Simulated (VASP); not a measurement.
A run of VASP 6.6.1:

Contents of INCAR:

```
SYSTEM = BeS
PREC = Accurate ; ENCUT = 600
EDIFF = 1E-6 ; ISMEAR = 0
SIGMA = 0.03 ; LREAL = .False.
LASPH = .True. ; NELM = 80
ALGO = Normal ; ISIF = 3
LWAVE = .False. ; LCHARG = .False.
IBRION = 2 ; NSW = 90
EDIFFG = -0.01 ; PSTRESS = 6.0
```

File KPOINTS:

```
regular mesh
0
Gamma
  10 10 10
  0 0 0
```

The input POSCAR:

```
BeS
1.0
    0.0000000000      2.4250000000      2.4250000000
    2.4250000000      0.0000000000      2.4250000000
    2.4250000000      2.4250000000      0.0000000000
Be S
1 1
Direct
    0.0000000000      0.0000000000      0.0000000000
    0.2500000000      0.2500000000      0.2500000000
```

Potentials or basis: VASP PAW LDA potentials, release 64 (Be, S).

The run is started by

```bash
$ cat potpaw_LDA.64/Be/POTCAR potpaw_LDA.64/S/POTCAR > POTCAR
$ mpirun -np 1 vasp_std > vasp.out
```

Hardware: 1 thread of Intel(R) Xeon(R) Platinum 8259CL CPU @ 2.50GHz (Skylake/Cascade Lake) (shared host).

Task: How long does it take, and how much memory?

Result: Run time: 27 s on 1 thread of Intel(R) Xeon(R) Platinum 8259CL CPU @ 2.50GHz (Skylake/Cascade Lake) (shared host), peak memory 0.14 GiB. Counts: scf iterations 24, k points 47, ion steps 3.
